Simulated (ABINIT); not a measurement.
# NiO (Fm-3m) in ABINIT: notebook, part 2 of 3

ABINIT 10.8.3 (patched build). The steps go on from the part before.

## 4. Single point, PBEsol, collinear spin, ferromagnetic start

The input, run.abi:

```
pp_dirpath "./"
pseudos "Ni.upf, O.upf"

acell 3*1.0
rprim
     0.0000000000     3.9417828252     3.9417828252
     3.9417828252     0.0000000000     3.9417828252
     3.9417828252     3.9417828252     0.0000000000
ntypat 2
znucl 28 8
natom 2
typat 1 2
xred
     0.0000000000     0.0000000000     0.0000000000
     0.5000000000     0.5000000000     0.5000000000

ecut 45.0

kptopt 1
ngkpt 8 8 8
nshiftk 1
shiftk 0.0 0.0 0.0

ixc -116133

nband 17
occopt 3
tsmear 0.00183747

nsppol 2
spinat
     0.0000000000     0.0000000000     1.0000000000
     0.0000000000     0.0000000000     0.0000000000

nstep 100
tolvrs 1.0e-10

iomode 3
prtwf 0
prtden 0
prteig 0
prtebands 0
```

Potentials or basis: PseudoDojo NC SR PBEsol v0.4.1 standard.

The run is started by

```console
$ mpirun --bind-to none -np 4 abinit run.abi > log 2>&1
```

run.abo:

```text
.Version 10.8.3 of ABINIT
 Symmetries : space group Fm -3 m (#225); Bravais cF (face-center cubic)
================================================================================
 Values of the parameters that define the memory need of the present run
     intxc =       0    ionmov =       0      iscf =       7    lmnmax =       6
     lnmax =       6     mgfft =      36  mpssoang =       3    mqgrid =    3001
     natom =       2  nloc_mem =       1    nspden =       2   nspinor =       1
    nsppol =       2      nsym =      48    n1xccc =    2501    ntypat =       2
    occopt =       3   xclevel =       2
       mpw =        1788          nfft =       46656          nkpt =          29
================================================================================
================================================================================

--------------------------------------------------------------------------------
------------- Echo of variables that govern the present computation ------------
--------------------------------------------------------------------------------
 -outvars: echo values of preprocessed input variables --------
            acell      1.0000000000E+00  1.0000000000E+00  1.0000000000E+00 Bohr
              amu      5.86900000E+01  1.59994000E+01
             ecut      4.50000000E+01 Hartree
              ixc     -116133
         kptrlatt        8    0    0      0    8    0      0    0    8
          kptrlen      4.45961819E+01
            natom           2
            nband          17
            ngfft          36      36      36
             nkpt          29
           nspden           2
           nsppol           2
            nstep         100
             nsym          48
           ntypat           2
           occopt           3
           prtden           0
        prtebands           0
           prteig           0
            prtwf           0
            rprim      0.0000000000E+00  3.9417828252E+00  3.9417828252E+00
                       3.9417828252E+00  0.0000000000E+00  3.9417828252E+00
                       3.9417828252E+00  3.9417828252E+00  0.0000000000E+00
          spgroup         225
[... 169 lines left out ...]
 frms,max,avg= 0.0000000E+00 0.0000000E+00   0.000E+00  0.000E+00  0.000E+00 e/A
 length scales=  1.000000000000  1.000000000000  1.000000000000 bohr
              =  0.529177210544  0.529177210544  0.529177210544 angstroms
 Fermi (or HOMO) energy (hartree) =   0.32292   Average Vxc (hartree)=  -0.49279
 Magnetization (Bohr magneton)=  1.69113776E+00
 Total spin up =  1.28455689E+01   Total spin down =  1.11544311E+01
 Eigenvalues (hartree) for nkpt=  29  k points, SPIN UP:
 kpt#   1, nband= 17, wtk=  0.00195, kpt=  0.0000  0.0000  0.0000 (reduced coord)
  -3.49325   -2.04434   -2.04434   -2.04434   -0.42382    0.21038    0.21038    0.21080
   0.21080    0.21080    0.22937    0.22937    0.22937    0.37906    0.97217    1.01343
   1.01343
      occupation numbers for kpt#   1
   1.00000    1.00000    1.00000    1.00000    1.00000    1.00000    1.00000    1.00000
   1.00000    1.00000    1.00000    1.00000    1.00000    0.00000    0.00000    0.00000
   0.00000
 prteigrs : prtvol=0 or 1, do not print more k-points.

 Eigenvalues (hartree) for nkpt=  29  k points, SPIN DOWN:
 kpt#   1, nband= 17, wtk=  0.00195, kpt=  0.0000  0.0000  0.0000 (reduced coord)
  -3.43839   -1.98542   -1.98542   -1.98542   -0.40774    0.23002    0.23002    0.23002
   0.26243    0.26243    0.26243    0.29706    0.29706    0.39091    0.97009    1.02233
   1.02233
      occupation numbers for kpt#   1
   1.00000    1.00000    1.00000    1.00000    1.00000    1.00000    1.00000    1.00000
   1.00000    1.00000    1.00000    1.00000    1.00000    0.00000    0.00000    0.00000
   0.00000
 prteigrs : prtvol=0 or 1, do not print more k-points.

--- !EnergyTerms
iteration_state     : {dtset: 1, }
comment             : Components of total free energy in Hartree
kinetic             :  9.02529104461973E+01
hartree             :  5.40379850681334E+01
xc                  : -2.53503480295888E+01
Ewald energy        : -1.19611653751645E+02
psp_core            :  5.05519560550608E+00
local_psp           : -1.59100009581950E+02
non_local_psp       : -2.93751831276639E+01
internal            : -1.84091103371011E+02
'-kT*entropy'       : -4.66501110263333E-04
total_energy        : -1.84091569872121E+02
total_energy_eV     : -5.00938681241928E+03
band_energy         : -1.68669731497019E+01
...

 Cartesian components of stress tensor (hartree/bohr^3)
  sigma(1 1)=  2.11044899E-04  sigma(3 2)=  0.00000000E+00
  sigma(2 2)=  2.11044899E-04  sigma(3 1)=  0.00000000E+00
  sigma(3 3)=  2.11044899E-04  sigma(2 1)=  0.00000000E+00

-Cartesian components of stress tensor (GPa)         [Pressure= -6.2092E+00 GPa]
- sigma(1 1)=  6.20915529E+00  sigma(3 2)=  0.00000000E+00
- sigma(2 2)=  6.20915529E+00  sigma(3 1)=  0.00000000E+00
- sigma(3 3)=  6.20915529E+00  sigma(2 1)=  0.00000000E+00

== END DATASET(S) ==============================================================
================================================================================

 -outvars: echo values of variables after computation  --------
            acell      1.0000000000E+00  1.0000000000E+00  1.0000000000E+00 Bohr
           etotal     -1.8409156987E+02
            fcart     -0.0000000000E+00 -0.0000000000E+00 -0.0000000000E+00
                      -0.0000000000E+00 -0.0000000000E+00 -0.0000000000E+00
            rprim      0.0000000000E+00  3.9417828252E+00  3.9417828252E+00
                       3.9417828252E+00  0.0000000000E+00  3.9417828252E+00
                       3.9417828252E+00  3.9417828252E+00  0.0000000000E+00
           strten      2.1104489860E-04  2.1104489860E-04  2.1104489860E-04
                       0.0000000000E+00  0.0000000000E+00  0.0000000000E+00
           xangst      0.0000000000E+00  0.0000000000E+00  0.0000000000E+00
                       2.0859016400E+00  2.0859016400E+00  2.0859016400E+00
             xred      0.0000000000E+00  0.0000000000E+00  0.0000000000E+00
                       5.0000000000E-01  5.0000000000E-01  5.0000000000E-01
 Calculation completed.
```

It took 48 s on 4 MPI ranks of Arm Neoverse V2, shared host; peak memory 0.32 GiB.

What came out:

* Free energy: -5009.3868 eV
* Pressure: -6.2 GPa
* Band gap on the k mesh: none (metal or under the smearing width)
* Net moment: 1.69 μB per cell
* Site moments: Ni +1.39; O +0.29 μB
* Valence electrons inside the program's atomic spheres: Ni 16.19; O 6.18

Caveat: small starting moments can end in a higher magnetic state in this program; a cell with one magnetic atom can't hold antiferromagnetic order, which such compounds often take; semilocal functionals often make such compounds metallic where correlation or magnetic order opens a gap, which also shifts bond lengths.

## 5. Relaxation of cell and atoms, PBE, collinear spin, ferromagnetic start

The input, run.abi:

```
# Pseudopotentials
pp_dirpath "./"
pseudos "Ni.upf, O.upf"

# Structure
acell 2.949910391 2.949910391 2.949910391 Angstrom
rprim
     0.0000000000     0.7071067812     0.7071067812
     0.7071067812     0.0000000000     0.7071067812
     0.7071067812     0.7071067812     0.0000000000
ntypat 2
znucl 28 8
natom 2
typat 1 2
chkprim 0
chksymtnons 0
tolsym 1.0e-6
xred
            0.0            0.0            0.0
            1/2            1/2            1/2

# Plane-wave basis
ecut 1414.992085 eV
ecutsm 0.5

# k points
kptopt 1
ngkpt 8 8 8
nshiftk 1
shiftk 0.0 0.0 0.0

# Exchange and correlation
ixc 11

# Bands and occupations
nband 17
occopt 3
tsmear 0.05 eV

# Spin
nsppol 2
spinat
     0.0000000000     0.0000000000     1.0000000000
     0.0000000000     0.0000000000     0.0000000000

# SCF cycle
nstep 80
tolvrs 1.0e-12

# Output
iomode 3
prteig 0
prtebands 0
prtwf 0
prtden 0

# Relaxation
ionmov 2
optcell 2
ntime 50
tolmxf 2.0e-5
dilatmx 1.08
```

Potentials or basis: PseudoDojo NC SR PBE v0.5 stringent.

The run is started by

```console
$ mpirun --bind-to none -np 4 abinit run.abi > log 2>&1
```

run.abo:

```text
.Version 10.8.3 of ABINIT
 Symmetries : space group Fm -3 m (#225); Bravais cF (face-center cubic)
================================================================================
 Values of the parameters that define the memory need of the present run
     intxc =       0    ionmov =       2      iscf =       7    lmnmax =       6
     lnmax =       6     mgfft =      40  mpssoang =       3    mqgrid =    3001
     natom =       2  nloc_mem =       1    nspden =       2   nspinor =       1
    nsppol =       2      nsym =      48    n1xccc =    2501    ntypat =       2
    occopt =       3   xclevel =       2
       mpw =        2786          nfft =       64000          nkpt =          29
================================================================================
================================================================================

--------------------------------------------------------------------------------
------------- Echo of variables that govern the present computation ------------
--------------------------------------------------------------------------------
 -outvars: echo values of preprocessed input variables --------
            acell      5.5745227350E+00  5.5745227350E+00  5.5745227350E+00 Bohr
              amu      5.86900000E+01  1.59994000E+01
          chkprim           0
      chksymtnons           0
          dilatmx      1.08000000E+00
             ecut      5.20000000E+01 Hartree
           ecutsm      5.00000000E-01 Hartree
           ionmov           2
              ixc          11
         kptrlatt        8    0    0      0    8    0      0    0    8
          kptrlen      4.45961819E+01
            natom           2
            nband          17
            ngfft          40      40      40
             nkpt          29
           nspden           2
           nsppol           2
            nstep          80
             nsym          48
            ntime          50
           ntypat           2
           occopt           3
          optcell           2
           prtden           0
        prtebands           0
           prteig           0
            prtwf           0
            rprim      0.0000000000E+00  7.0710678120E-01  7.0710678120E-01
[... 532 lines left out ...]
 frms,max,avg= 0.0000000E+00 0.0000000E+00   0.000E+00  0.000E+00  0.000E+00 e/A
 length scales=  5.636752916317  5.636752916317  5.636752916317 bohr
              =  2.982841184782  2.982841184782  2.982841184782 angstroms
 Fermi (or HOMO) energy (hartree) =   0.31169   Average Vxc (hartree)=  -0.47411
 Magnetization (Bohr magneton)=  1.88324055E+00
 Total spin up =  1.29416203E+01   Total spin down =  1.10583797E+01
 Eigenvalues (hartree) for nkpt=  29  k points, SPIN UP:
 kpt#   1, nband= 17, wtk=  0.00195, kpt=  0.0000  0.0000  0.0000 (reduced coord)
  -3.52431   -2.06976   -2.06976   -2.06976   -0.42429    0.19023    0.19023    0.20671
   0.20671    0.20671    0.21558    0.21558    0.21558    0.36341    0.96493    0.99710
   0.99710
      occupation numbers for kpt#   1
   1.00000    1.00000    1.00000    1.00000    1.00000    1.00000    1.00000    1.00000
   1.00000    1.00000    1.00000    1.00000    1.00000    0.00000    0.00000    0.00000
   0.00000
 prteigrs : prtvol=0 or 1, do not print more k-points.

 Eigenvalues (hartree) for nkpt=  29  k points, SPIN DOWN:
 kpt#   1, nband= 17, wtk=  0.00195, kpt=  0.0000  0.0000  0.0000 (reduced coord)
  -3.45922   -2.00152   -2.00152   -2.00152   -0.40598    0.22851    0.22851    0.22851
   0.24964    0.24964    0.24964    0.29633    0.29633    0.37634    0.96148    1.00541
   1.00541
      occupation numbers for kpt#   1
   1.00000    1.00000    1.00000    1.00000    1.00000    1.00000    1.00000    1.00000
   1.00000    1.00000    1.00000    0.99977    0.99977    0.00000    0.00000    0.00000
   0.00000
 prteigrs : prtvol=0 or 1, do not print more k-points.

--- !EnergyTerms
iteration_state     : {dtset: 1, itime: 4, icycle: 1, }
comment             : Components of total free energy in Hartree
kinetic             :  9.29496470388289E+01
hartree             :  5.60806276100573E+01
xc                  : -2.60928997423094E+01
Ewald energy        : -1.18291131910367E+02
psp_core            :  4.79238755907309E+00
local_psp           : -1.64381244750729E+02
non_local_psp       : -3.07956052811763E+01
internal            : -1.85738219476623E+02
'-kT*entropy'       : -1.86189053811380E-04
total_energy        : -1.85738405665677E+02
total_energy_eV     : -5.05419949728143E+03
band_energy         : -1.71788815280585E+01
...

 Cartesian components of stress tensor (hartree/bohr^3)
  sigma(1 1)= -1.01361868E-07  sigma(3 2)=  0.00000000E+00
  sigma(2 2)= -1.01361868E-07  sigma(3 1)=  0.00000000E+00
  sigma(3 3)= -1.01361868E-07  sigma(2 1)=  0.00000000E+00

-Cartesian components of stress tensor (GPa)         [Pressure=  2.9822E-03 GPa]
- sigma(1 1)= -2.98216912E-03  sigma(3 2)=  0.00000000E+00
- sigma(2 2)= -2.98216912E-03  sigma(3 1)=  0.00000000E+00
- sigma(3 3)= -2.98216912E-03  sigma(2 1)=  0.00000000E+00

== END DATASET(S) ==============================================================
================================================================================

 -outvars: echo values of variables after computation  --------
            acell      5.6367529163E+00  5.6367529163E+00  5.6367529163E+00 Bohr
           etotal     -1.8573840567E+02
            fcart     -0.0000000000E+00 -0.0000000000E+00 -0.0000000000E+00
                      -0.0000000000E+00 -0.0000000000E+00 -0.0000000000E+00
            rprim      0.0000000000E+00  7.0710678119E-01  7.0710678119E-01
                       7.0710678119E-01  0.0000000000E+00  7.0710678119E-01
                       7.0710678119E-01  7.0710678119E-01  0.0000000000E+00
           strten     -1.0136186804E-07 -1.0136186804E-07 -1.0136186802E-07
                       0.0000000000E+00  0.0000000000E+00  0.0000000000E+00
           xangst      0.0000000000E+00  0.0000000000E+00  0.0000000000E+00
                       2.1091872290E+00  2.1091872290E+00  2.1091872290E+00
             xred      0.0000000000E+00  0.0000000000E+00  0.0000000000E+00
                       5.0000000000E-01  5.0000000000E-01  5.0000000000E-01
 Calculation completed.
```

Wall time 1.8 min (4 MPI ranks of Arm Neoverse V2, shared host); peak memory 0.4 GiB.

What came out:

```yaml
Free_energy: -5054.1995 eV
Relaxed_volume: 9.38 Å³/atom
Relaxed_cell: a = 2.983 Å, b = 2.983 Å, c = 2.983 Å, α = 60.00°, β = 60.00°, γ = 60.00°
Space_group_after_relaxing_to_0.05_Å: Fm-3m (No. 225)
Energy_gained_by_relaxing: 6.0 meV/atom
Ionic_steps: 4
Pressure_after_relaxing: 0.0 GPa
Band_gap_on_the_k_mesh: none (metal or under the smearing width)
Net_moment: 1.88 μB per cell
Site_moments: Ni +1.54; O +0.33 μB
```

The path:
| step | energy change (eV) | largest force (eV/Å) | pressure (GPa) | volume (Å³) |
| --- | --- | --- | --- | --- |
| 1 | 0.0000 | 0.0000 | 6.48 | 18.15 |
| 2 | -0.0101 | 0.0000 | 2.51 | 18.51 |
| 3 | -0.0120 | 0.0000 | 0.13 | 18.75 |
| 4 | -0.0120 | 0.0000 | 0.00 | 18.77 |

Final structure:
```
CELL_PARAMETERS angstrom
0.00000 2.10919 2.10919
2.10919 0.00000 2.10919
2.10919 2.10919 0.00000
ATOMIC_POSITIONS crystal
Ni 0.00000 0.00000 0.00000
O 0.50000 0.50000 0.50000
```

Caveat: small starting moments can end in a higher magnetic state in this program; a cell with one magnetic atom can't hold antiferromagnetic order, which such compounds often take; semilocal functionals often make such compounds metallic where correlation or magnetic order opens a gap, which also shifts bond lengths.

[end of part 2 of 3]
